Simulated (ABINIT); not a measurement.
Al: band structure with PBE

Al:

```
Al
1.0
     0.00000    2.02481    2.02481
     2.02481    0.00000    2.02481
     2.02481    2.02481    0.00000
Al
1
Direct
  0.00000 0.00000 0.00000
```

```yaml
Program: ABINIT 10.8.3 (patched build)
Task: band structure
Functional: PBE
Potentials_or_basis: PseudoDojo NC SR PBE v0.5 standard
Cutoff: 544 eV
k_mesh: 11 × 11 × 11
Occupations: fermi-dirac, width 0.05 eV
Spin: no spin polarisation
```

| Item | Value |
| --- | --- |
| Pressure | -0.7 GPa |
| Band gap on the k mesh | none (metal or under the smearing width) |
| Valence electrons inside the program's atomic spheres | Al 0.87 (radii [1.0584] Å) |

Levels at the corners of the path, in eV from the Fermi level:
```
point  band 1  band 2  band 3  band 4  band 5  band 6
    Γ  -11.11   12.57   12.57   12.57   13.99   13.99
    X   -2.93   -1.61    5.24    5.55    5.55    8.99
    W   -0.85   -0.85    0.17    1.07   15.75   15.75
    K   -1.89   -1.36   -0.42    6.52    8.16   15.59
    Γ  -11.11   12.57   12.57   12.57   13.99   13.99
    L   -4.59   -4.38   11.32   11.32   11.41   11.41
    U   -1.89   -1.36   -0.42    6.52    8.16   15.59
    W   -0.85   -0.85    0.17    1.07   15.75   15.75
    L   -4.59   -4.38   11.32   11.32   11.41   11.41
    K   -1.89   -1.36   -0.42    6.52    8.16   15.59
```

Run time: 11 s on 1 thread of Arm Neoverse V2, with other jobs on the host, peak memory 0.11 GiB.
